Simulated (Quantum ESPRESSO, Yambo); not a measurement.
# Excitons of TePb (Fm-3m): kernels and approximations, part 2 of 3

Aim: the absorption spectrum of TePb (Fm-3m) with electron-hole interaction, and what each part of the kernel does.

Quantum ESPRESSO 7.5 and Yambo 5.3.0; PBE and many-body steps on it, plane waves. Known limits of the many-body steps: not at the basis limit; model gap, bands may invert with spin-orbit coupling; mesh may overstate the screening; no spin-orbit coupling; coarse k mesh; bindings not settled in the k mesh.

So far. Step 4 (Screening and self-energy, 4×4×4 mesh, 176 bands …): The gap on the mesh goes from 0.74 eV to 0.90 eV, a correction of +0.17 eV. Step 5 (Excitons): The lowest state lies at 0.868 eV, 0.034 eV under the direct gap.

## 6. Levels from G0W0

This step: Bethe-Salpeter equation on PBE with G0W0 levels, plane waves, norm-conserving pseudopotentials.

File bse4.in:

```
optics
bss
bse
em1s
dipoles
rim_cut
RandQpts= 1000000
RandGvec= 1 RL
Chimod= "HARTREE"
BSKmod= "SEX"
BSEmod= "resonant"
BSSmod= "d"
BSENGexx= 30 Ry
BSENGBlk= 6 Ry
% BSEQptR
 1 | 1 |
%
% BSEBands
 21 | 29 |
%
% BEnRange
 0 | 4 | eV
%
% BDmRange
 0.1 | 0.1 | eV
%
BEnSteps= 81
% BLongDir
 1 | 0 | 0 |
%
% BndsRnXs
 1 | 94 |
%
NGsBlkXs= 6 Ry
% LongDrXs
 1 | 1 | 1 |
%
KfnQPdb= "E < ./gw1/ndb.QP"
WRbsWF
```

On the command line:

```
$ OMP_NUM_THREADS=1 mpirun -n 4 yambo -F bse4.in -J bse4,bse3_W -C bse4 > bse4.log
```

The program printed:

```text
 Yambo, version 5.3.0

 [02] CORE Variables Setup
 =========================

  [... cell, symmetries and grids as in the set-up ...]

  [02.05] Energies & Occupations
  ==============================

  [X] === General ===
  [X] Electronic Temperature                        :  0.000000  0.000000 [eV K]
  [X] Bosonic    Temperature                        :  0.000000  0.000000 [eV K]
  [X] Finite Temperature mode                       : no
  [X] El. density                                   :  0.68189E+24 [cm-3]
  [X] Fermi Level                                   :  10.58492 [eV]

  [X] === Gaps and Widths ===
  [X] Conduction Band Min                           :  0.737770 [eV]
  [X] Valence Band Max                              :  0.000000 [eV]
  [X] Filled Bands                                  :  23
  [X] Empty Bands                                   :   24  176
  [X] Direct Gap                                    :  0.737770 [eV]
  [X] Direct Gap localized at k                     :  3
  [X] Indirect Gap                                  :  0.737770 [eV]
  [X] Indirect Gap between kpts                     :  3  3
  [X] Last valence band width                       :  2.797112 [eV]
  [X] 1st conduction band width                     :  3.341498 [eV]

 [03] Transferred momenta grid and indexing
 ==========================================

 IBZ Q-points                                      :   8
 BZ  Q-points                                      :   64

 K/Q-points units:
 rlu = crystal or reduced units; cc = cartesian coordinates; iku = interal k-units

 Q [1]          [rlu]:  0.000000  0.000000  0.000000
 Q [2]          [rlu]:  0.12654E-17  0.12654E-17  0.25000
 Q [3]          [rlu]: -0.25308E-17 -0.25308E-17 -0.50000
[...]
[K+QP] === Gaps and Widths ===
  [K+QP] Conduction Band Min                        :  0.903133 [eV]
  [K+QP] Valence Band Max                           :  0.000000 [eV]
  [K+QP] Filled Bands                               :  23
  [K+QP] Empty Bands                                :   24  176
  [K+QP] Direct Gap                                 :  0.903133 [eV]
  [K+QP] Direct Gap localized at k                  :  3
  [K+QP] Indirect Gap                               :  0.903133 [eV]
  [K+QP] Indirect Gap between kpts                  :  3  3
  [K+QP] Last valence band width                    :  3.075604 [eV]
  [K+QP] 1st conduction band width                  :  3.510190 [eV]

  [coarse-grid] Minimum Bare Gap        [ev]:  0.737770
  [coarse-grid] Minimum Gap Correction  [ev]:  0.165364

  Eqp @ K [1]
  -159.0606 -139.8237 -109.0836 -109.0836 -109.0836  -81.5093  -81.5093  -81.5093
  -36.34809 -36.34809 -36.34300 -36.34300 -36.34300 -16.91089 -16.91089 -16.90256
  -16.90256 -16.90256 -12.20315  -5.78617  -1.52856  -1.52859  -1.52859   4.41332
[...]
Eqp @ K [2]
[...]
Eqp @ K [3]
[...]
Eqp @ K [4]
[...]
Eqp @ K [5]
[...]
[... 2 further k-points ...]
  Eqp @ K [8]
[...]
12.27730  14.79784  16.05331  17.05365  17.06471  17.06471  17.83325  18.12498
   18.98847  19.32349  19.32349  19.58616  21.02713  21.02713  23.47493  23.47493

 [06] Dipoles
 ============

  [06.01] Setup: observables and procedures
  =========================================

  [WARNING] [r,Vnl^pseudo] included in position and velocity dipoles.

  [WARNING] In case H contains other non local terms, these are neglected

 [07] Static Dielectric Matrix
 =============================

    [08.01.05.02] Main kernel loop
    ==============================

    [08.01.05.03] Wave-Function Phases
    ==================================

    [BSE] WF phases found       :  46.93287 [o/o]

   [08.01.06] BSE solver(s) @q1
   ============================

   [08.01.07] Diago Solver @q1
   ===========================

 [11] Game Over & Game summary
```

The job ended after 10 s (4 MPI ranks of Intel Xeon 6975P-C (Granite Rapids), shared host; peak memory 1.2 GiB).

Numbers from this step:

| Quantity | Value |
| --- | --- |
| transitions in the window | 1152 |
| direct gap of the transition levels | 0.9031 eV |
| lowest state | 0.8687 eV |
| first strong exciton (over a fiftieth of the strongest listed) | 0.8705 eV |
| binding of the lowest state below the direct gap | 0.03439 eV |
| Coulomb term of one mesh cell | 0.06606 eV |

The binding is 0.52 times the screened Coulomb term of one mesh cell (0.07 eV), so it is not shown settled.

The lowest state lies at 0.869 eV, 0.034 eV under the direct gap.

The program warns that the window of bands cuts a degenerate level, which breaks the symmetry of states and spectrum.

## 7. Triplet (no exchange term)

This step: Bethe-Salpeter equation on PBE with a scissors shift, plane waves, norm-conserving pseudopotentials.

bse5.in, as its differences from bse4.in of step 6:

```diff
@@ -12,3 +12,3 @@
 BSSmod= "d"
-BSENGexx= 30 Ry
+BSENGexx= 1 RL
 BSENGBlk= 6 Ry
@@ -37,3 +37,5 @@
 %
-KfnQPdb= "E < ./gw1/ndb.QP"
+% KfnQP_E
+ 0.165 | 1.0 | 1.0 |
+%
 WRbsWF
```

On the command line:

```
$ OMP_NUM_THREADS=1 mpirun -n 4 yambo -F bse5.in -J bse5,bse3_W -C bse5 > bse5.log
```

The program printed:

```text
 Yambo, version 5.3.0

 [02] CORE Variables Setup
 =========================

  [... cell, symmetries and grids as in the set-up ...]

  [02.05] Energies & Occupations
  ==============================

  [X] === General ===
  [X] Electronic Temperature                        :  0.000000  0.000000 [eV K]
  [X] Bosonic    Temperature                        :  0.000000  0.000000 [eV K]
  [X] Finite Temperature mode                       : no
  [X] El. density                                   :  0.68189E+24 [cm-3]
  [X] Fermi Level                                   :  10.58492 [eV]

  [X] === Gaps and Widths ===
  [X] Conduction Band Min                           :  0.737770 [eV]
  [X] Valence Band Max                              :  0.000000 [eV]
  [X] Filled Bands                                  :  23
  [X] Empty Bands                                   :   24  176
  [X] Direct Gap                                    :  0.737770 [eV]
  [X] Direct Gap localized at k                     :  3
  [X] Indirect Gap                                  :  0.737770 [eV]
  [X] Indirect Gap between kpts                     :  3  3
  [X] Last valence band width                       :  2.797112 [eV]
  [X] 1st conduction band width                     :  3.341498 [eV]

 [03] Transferred momenta grid and indexing
 ==========================================

 IBZ Q-points                                      :   8
 BZ  Q-points                                      :   64

 K/Q-points units:
 rlu = crystal or reduced units; cc = cartesian coordinates; iku = interal k-units

 Q [1]          [rlu]:  0.000000  0.000000  0.000000
 Q [2]          [rlu]:  0.12654E-17  0.12654E-17  0.25000
 Q [3]          [rlu]: -0.25308E-17 -0.25308E-17 -0.50000
[...]
[K+QP] === Gaps and Widths ===
  [K+QP] Conduction Band Min                        :  0.902770 [eV]
  [K+QP] Valence Band Max                           :  0.000000 [eV]
  [K+QP] Filled Bands                               :  23
  [K+QP] Empty Bands                                :   24  176
  [K+QP] Direct Gap                                 :  0.902770 [eV]
  [K+QP] Direct Gap localized at k                  :  3
  [K+QP] Indirect Gap                               :  0.902770 [eV]
  [K+QP] Indirect Gap between kpts                  :  3  3
  [K+QP] Last valence band width                    :  2.797112 [eV]
  [K+QP] 1st conduction band width                  :  3.341498 [eV]

  [coarse-grid] Minimum Bare Gap        [ev]:  0.737770
  [coarse-grid] Minimum Gap Correction  [ev]:  0.165000

  Eqp @ K [1]
  -158.8776 -139.6408 -108.9006 -108.9006 -108.9006  -81.3263  -81.3263  -81.3263
  -36.16511 -36.16511 -36.16002 -36.16002 -36.16002 -16.72790 -16.72790 -16.71958
  -16.71958 -16.71958 -12.02017  -5.60319  -1.34558  -1.34558  -1.34558   4.24427
[...]
Eqp @ K [2]
[...]
Eqp @ K [3]
[...]
Eqp @ K [4]
[...]
Eqp @ K [5]
[...]
[... 2 further k-points ...]
  Eqp @ K [8]
[...]
12.08767  14.60821  15.86368  16.86403  16.87508  16.87508  17.64363  17.93536
   18.79885  19.13386  19.13386  19.39654  20.83751  20.83751  23.28531  23.28531

 [06] Dipoles
 ============

  [06.01] Setup: observables and procedures
  =========================================

  [WARNING] [r,Vnl^pseudo] included in position and velocity dipoles.

  [WARNING] In case H contains other non local terms, these are neglected

 [07] Static Dielectric Matrix
 =============================

    [08.01.05.02] Main kernel loop
    ==============================

    [08.01.05.03] Wave-Function Phases
    ==================================

    [BSE] WF phases found       :  46.93287 [o/o]

   [08.01.06] BSE solver(s) @q1
   ============================

   [08.01.07] Diago Solver @q1
   ===========================

 [11] Game Over & Game summary
```

The job ended after 9.4 s (4 MPI ranks; peak memory 1.3 GiB; 37 s of CPU time).

The lowest triplet lies at 0.841 eV; without spin-orbit coupling triplets are dark, so no spectrum is read.

The program warns that the window of bands cuts a degenerate level, which breaks the symmetry of states and spectrum.

## 8. Beyond Tamm-Dancoff

bse6.in, as its differences from bse5.in of step 7:

```diff
@@ -10,5 +10,5 @@
 BSKmod= "SEX"
-BSEmod= "resonant"
+BSEmod= "coupling"
 BSSmod= "d"
-BSENGexx= 1 RL
+BSENGexx= 30 Ry
 BSENGBlk= 6 Ry
```

On the command line:

```
$ OMP_NUM_THREADS=1 mpirun -n 4 yambo -F bse6.in -J bse6,bse3_W -C bse6 > bse6.log
```

The program printed:

```text
 Yambo, version 5.3.0

 [02] CORE Variables Setup
 =========================

  [... cell, symmetries and grids as in the set-up ...]

  [02.05] Energies & Occupations
  ==============================

  [X] === General ===
  [X] Electronic Temperature                        :  0.000000  0.000000 [eV K]
  [X] Bosonic    Temperature                        :  0.000000  0.000000 [eV K]
  [X] Finite Temperature mode                       : no
  [X] El. density                                   :  0.68189E+24 [cm-3]
[...]
=========================================

  [WARNING] [r,Vnl^pseudo] included in position and velocity dipoles.

  [WARNING] In case H contains other non local terms, these are neglected

 [07] Static Dielectric Matrix
 =============================

    [08.01.05.02] Main kernel loop
    ==============================

    [08.01.05.03] Wave-Function Phases
    ==================================

    [BSE] WF phases found       :  46.93287 [o/o]

   [08.01.06] BSE solver(s) @q1
   ============================

   [08.01.07] Diago Solver @q1
   ===========================

   [WARNING] Parallel non-herm diag not yet implemented. Switching to LK

 [11] Game Over & Game summary
```

It took 35 s on 4 MPI ranks; peak memory 2.5 GiB; 2.3 min of CPU time.

This step gave:

```yaml
transitions_in_the_window: 1152
direct_gap_of_the_transition_levels: 0.9028 eV
lowest_state: 0.8665 eV
first_strong_exciton_over_a_fiftieth_of_the_strongest_listed: 0.8673 eV
binding_of_the_lowest_state_below_the_direct_gap: 0.03626 eV
coulomb_term_of_one_mesh_cell: 0.06606 eV
```

The binding is 0.55 times the screened Coulomb term of one mesh cell (0.07 eV), so it is not shown settled.

The lowest state lies at 0.867 eV, 0.036 eV under the direct gap.

The ε₂ has structure finer than the step of the table below, so its rows give means over 0.2 eV, whole bins alone (the curve runs from 0 to 4 eV). Peaks (eV: height): BSE 1.40: 104, 1.70: 65.9, 2.15: 74.4; no electron-hole interaction 1.45: 96.4, 1.80: 57.9, 2.20: 69.8.

Field along x; broadening 0.1 eV; transition window only. Limits: finite bands, cutoff and mesh; mesh may overstate the screening; no spin-orbit coupling; exciton not shown settled in the k mesh. Table of ε₂ by photon energy; means over each step:

```csv
photon energy (eV),BSE,no electron-hole interaction
0.2,0.739,0.577
0.4,1.81,1.37
0.6,4.38,3.05
0.8,15.3,10.2
1.0,16.0,13.5
1.2,33.4,19.1
1.4,84.6,72.0
1.6,48.5,45.8
1.8,49.4,48.4
2.0,40.0,29.7
2.2,62.3,61.5
2.4,34.6,51.2
2.6,19.5,38.0
2.8,16.5,21.6
3.0,13.4,25.4
3.2,8.25,13.2
3.4,6.75,10.4
3.6,4.07,7.00
3.8,5.34,8.68
```

The program warns that the window of bands cuts a degenerate level, which breaks the symmetry of states and spectrum.

## 9. Finite momentum (q 2)

bse7.in, as its differences from bse6.in of step 8:

```diff
@@ -10,3 +10,3 @@
 BSKmod= "SEX"
-BSEmod= "coupling"
+BSEmod= "resonant"
 BSSmod= "d"
@@ -15,3 +15,3 @@
 % BSEQptR
- 1 | 1 |
+ 2 | 2 |
 %
```

On the command line:

```
$ OMP_NUM_THREADS=1 mpirun -n 4 yambo -F bse7.in -J bse7,bse3_W -C bse7 > bse7.log
```

The program printed:

```text
 Yambo, version 5.3.0

 [02] CORE Variables Setup
 =========================

  [... cell, symmetries and grids as in the set-up ...]

  [02.05] Energies & Occupations
  ==============================

  [X] === General ===
  [X] Electronic Temperature                        :  0.000000  0.000000 [eV K]
  [X] Bosonic    Temperature                        :  0.000000  0.000000 [eV K]
  [X] Finite Temperature mode                       : no
  [X] El. density                                   :  0.68189E+24 [cm-3]
[...]
[06] Dipoles
 ============

  [06.01] Setup: observables and procedures
  =========================================

  [WARNING] [r,Vnl^pseudo] included in position and velocity dipoles.

  [WARNING] In case H contains other non local terms, these are neglected

 [07] Static Dielectric Matrix
 =============================

    [08.01.05.02] Main kernel loop
    ==============================

    [08.01.05.03] Wave-Function Phases
    ==================================

    [BSE] WF phases found       :  46.93287 [o/o]

   [08.01.06] BSE solver(s) @q2
   ============================

   [08.01.07] Diago Solver @q2
   ===========================

 [11] Game Over & Game summary
```

Wall time 12 s (4 MPI ranks); peak memory 1.3 GiB.

Numbers from this step:

| Property | Result |
| --- | --- |
| transitions in the window | 1152 |
| lowest state | 1.520 eV |
| first strong exciton (over a fiftieth of the strongest listed) | 1.520 eV |

The lowest state lies at 1.520 eV.

The program warns that the window of bands cuts a degenerate level, which breaks the symmetry of states and spectrum.

## 10. Finite momentum (q 3)

bse8.in, as its differences from bse7.in of step 9:

```diff
@@ -15,3 +15,3 @@
 % BSEQptR
- 2 | 2 |
+ 3 | 3 |
 %
```

On the command line:

```
$ OMP_NUM_THREADS=1 mpirun -n 4 yambo -F bse8.in -J bse8,bse3_W -C bse8 > bse8.log
```

The program printed:

```text
 Yambo, version 5.3.0

 [02] CORE Variables Setup
 =========================

  [... cell, symmetries and grids as in the set-up ...]

  [02.05] Energies & Occupations
  ==============================

  [X] === General ===
  [X] Electronic Temperature                        :  0.000000  0.000000 [eV K]
  [X] Bosonic    Temperature                        :  0.000000  0.000000 [eV K]
  [X] Finite Temperature mode                       : no
  [X] El. density                                   :  0.68189E+24 [cm-3]
[...]
[06] Dipoles
 ============

  [06.01] Setup: observables and procedures
  =========================================

  [WARNING] [r,Vnl^pseudo] included in position and velocity dipoles.

  [WARNING] In case H contains other non local terms, these are neglected

 [07] Static Dielectric Matrix
 =============================

    [08.01.05.02] Main kernel loop
    ==============================

    [08.01.05.03] Wave-Function Phases
    ==================================

    [BSE] WF phases found       :  46.93287 [o/o]

   [08.01.06] BSE solver(s) @q3
   ============================

   [08.01.07] Diago Solver @q3
   ===========================

 [11] Game Over & Game summary
```

Elapsed: 11 s, on 4 MPI ranks; peak memory 1.3 GiB.

This step gave:

* transitions in the window: 1152
* lowest state: 2.155 eV
* first strong exciton (over a fiftieth of the strongest listed): 2.155 eV

The lowest state lies at 2.155 eV.

The program warns that the window of bands cuts a degenerate level, which breaks the symmetry of states and spectrum.

## 11. RPA with local fields (no direct term)

File bse9.in:

```
optics
bss
bse
em1s
dipoles
rim_cut
RandQpts= 1000000
RandGvec= 1 RL
Chimod= "HARTREE"
BSKmod= "HARTREE"
BSEmod= "resonant"
BSSmod= "h"
BSENGexx= 30 Ry
BSENGBlk= 6 Ry
% BSEQptR
 1 | 1 |
%
% BSEBands
 21 | 30 |
%
% BEnRange
 0 | 6 | eV
%
% BDmRange
 0.1 | 0.1 | eV
%
BEnSteps= 121
% BLongDir
 1 | 0 | 0 |
%
% BndsRnXs
 1 | 94 |
%
NGsBlkXs= 6 Ry
% LongDrXs
 1 | 1 | 1 |
%
% KfnQP_E
 0.165 | 1.0 | 1.0 |
%
BSHayTrs= -0.02
```

On the command line:

```
$ OMP_NUM_THREADS=1 mpirun -n 4 yambo -F bse9.in -J bse9,bse3_W -C bse9 > bse9.log
```

The program printed:

```text
 Yambo, version 5.3.0

 [02] CORE Variables Setup
 =========================

  [... cell, symmetries and grids as in the set-up ...]

  [02.05] Energies & Occupations
  ==============================

  [X] === General ===
  [X] Electronic Temperature                        :  0.000000  0.000000 [eV K]
  [X] Bosonic    Temperature                        :  0.000000  0.000000 [eV K]
  [X] Finite Temperature mode                       : no
  [X] El. density                                   :  0.68189E+24 [cm-3]
[...]
[BSE] Exchange components :  1291

   [08.01.06] Main kernel loop
   ===========================

  [08.02] BSE solver(s) @q1
  =========================

  [08.03] Haydock Solver in the optics basis @q1 using the hermitian scheme
  =========================================================================

  Accuracy (requested)      : -0.020000 [o/o]

  [WARNING] [EPS_extend] Possible inaccuracy in the EPS prolungation

  [WARNING] [EPS_extend] Possible inaccuracy in the EPS prolungation

  [WARNING] [EPS_extend] Possible inaccuracy in the EPS prolungation

  [WARNING] [EPS_extend] Possible inaccuracy in the EPS prolungation
  Iterations                :   48

 [11] Game Over & Game summary
```

Elapsed: 2.3 s, on 4 MPI ranks; peak memory 1.2 GiB.

This step gave:

```
transitions in the window           : 1344
direct gap of the transition levels : 0.9028 eV
```

The ε₂ has structure finer than the step of the table below, so its rows give means over 0.2 eV, whole bins alone (the curve runs from 0 to 6 eV). Peaks (eV: height): BSE 1.45: 95.7, 1.80: 55.0, 2.20: 56.9; no electron-hole interaction 1.45: 96.7, 1.80: 58.1, 2.20: 70.0.

Field along x; broadening 0.1 eV; transition window only. Limits: finite bands, cutoff and mesh; mesh may overstate the screening; no spin-orbit coupling. Table of ε₂ by photon energy; means over each step:

```csv
photon energy (eV),BSE,no electron-hole interaction
0.2,1.32,1.39
0.4,1.90,2.03
0.6,3.27,3.60
0.8,9.24,10.7
1.0,14.5,13.9
1.2,17.6,19.4
1.4,68.1,72.3
1.6,48.0,46.1
1.8,46.0,48.7
2.0,26.8,29.9
2.2,50.4,61.7
2.4,49.6,51.4
2.6,41.3,38.2
2.8,21.6,21.8
3.0,26.2,25.5
3.2,16.8,13.3
3.4,12.5,10.5
3.6,7.53,7.11
3.8,8.85,8.79
4.0,6.81,4.52
4.2,5.52,4.16
4.4,2.10,1.71
4.6,1.19,1.08
4.8,0.944,0.933
5.0,0.949,1.02
5.2,1.25,1.70
5.4,3.66,4.99
5.6,4.28,4.53
5.8,3.58,3.07
```

(Continued in part 3 of 3.)

[Paths, hosts, dates, memory and timing lines, banners, echoed tables and standing remarks are left out of the program output.]

[Logs are printed without paths, hosts, clocks, repeated set-up lines and the standing remarks that a program may print on its own settings, such as how far it seeks lower states.]

[Runs of the session that timed out or met a known fault of the program may be left out.]

[Hosts, paths, dates, database ids (printed as entryN), source tags and the programs' standing remarks are cut or masked in the printed files.]
